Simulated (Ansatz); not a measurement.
TePt:

```
Te Pt
1.0
     0.00000    2.87303    2.87303
     2.87303    0.00000    2.87303
     2.87303    2.87303    0.00000
Te Pt
1 1
Cartesian
  4.3095 4.3095 4.3095
  0.0000 0.0000 0.0000
```

The cell was built by a generator and needn't be a form met in nature.

```yaml
Program: Ansatz 0.2.0
Task: relaxation of cell and atoms
Functional: HSE06
Potentials_or_basis: Ansatz PAW
Cutoff: "420 eV (not typed: the program's choice for these potentials)"
k_mesh: 4 × 4 × 4
Occupations: fermi-dirac, width 0.05 eV
Spin: no spin polarisation
```

At the start: volume 23.71 Å³/atom.

Task: How do energy, volume and symmetry change on relaxing?

Result: It ends after 6 steps and the volume is 26.42 Å³/atom (+11.4 %); space group F-43m (No. 216, to 0.05 Å).

Step by step:
```tsv
step	energy change (eV)	largest force (eV/Å)	volume (Å³)
1	0.0000	0.0000	47.43
2	-0.1931	0.0000	54.71
3	-0.2115	0.0000	53.24
4	-0.2125	0.0000	52.80
5	-0.2125	0.0000	52.84
6	-0.2139	0.0000	52.84
```

Final structure:
```
Te Pt
1.0
     0.00000    2.97829    2.97829
     2.97829    0.00000    2.97829
     2.97829    2.97829    0.00000
Te Pt
1 1
Direct
  0.75000 0.75000 0.75000
  0.00000 0.00000 0.00000
```

Caveat: the k mesh is coarse (spacing up to 0.47 Å⁻¹), so the values aren't converged, least of all with exact exchange; the plane-wave basis is chosen anew once the cell has moved, so the energies of steps on either side of that aren't comparable; the PAW data sets come from PBE, with cores solved anew for the run's functional, which leaves a small shift of forces and pressure.
